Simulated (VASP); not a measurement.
A run of VASP 6.6.1:

POSCAR

```
CaO
1.0
    0.0000000000      2.4589246042      2.3975473909
    2.4589246042      0.0000000000      2.3975473909
    2.4589246042      2.4589246042      0.0000000000
Ca O
1 1
Direct
    0.0000000000      0.0000000000      0.0000000000
    0.5000000000      0.5000000000      0.5000000000
```

The input INCAR.step1:

```
SYSTEM = CaO
  PREC = Accurate
  ENCUT = 520
  EDIFF = 1E-5
  ISMEAR = 0
  SIGMA = 0.01
  LREAL = .False.
  LASPH = .True.
  NELM = 100
  ALGO = Normal
  ISIF = 2
  LWAVE = .True.
  LCHARG = .False.
  NBANDS = 15
  GGA = PE
```

INCAR.step2

```
SYSTEM = CaO
  PREC = Accurate
  ENCUT = 520
  EDIFF = 1E-7
  ISMEAR = 0
  SIGMA = 0.01
  LREAL = .False.
  LASPH = .True.
  NELM = 100
  ALGO = Normal
  ISIF = 2
  LWAVE = .False.
  LCHARG = .False.
  GGA = PE
  LHFCALC = .True.
  HFSCREEN = 0.2079
  PRECFOCK = Normal
  NBANDS = 15
  ISTART = 1
```

KPOINTS

```
regular mesh
0
Gamma
  6 6 6
  0 0 0
```

Potentials or basis: VASP PAW PBE potentials, release 64 (Ca_sv, O).

The run is started by

```bash
$ cat potpaw_PBE.64/Ca_sv/POTCAR potpaw_PBE.64/O/POTCAR > POTCAR
$ cp INCAR.step1 INCAR
$ mpirun -np 1 vasp_std > vasp.out
$ cp INCAR.step2 INCAR
$ mpirun -np 1 vasp_std > vasp.out
```

Hardware: 1 thread of AMD EPYC 9R45 96-Core Processor (Zen 5) (shared host).

**Question.** Estimate the wall time of this run.

**Answer.** Wall time 34 min on 1 thread of AMD EPYC 9R45 96-Core Processor (Zen 5), with other jobs on the host, peak memory 0.25 GiB. Counts: scf iterations 11, k points 30.
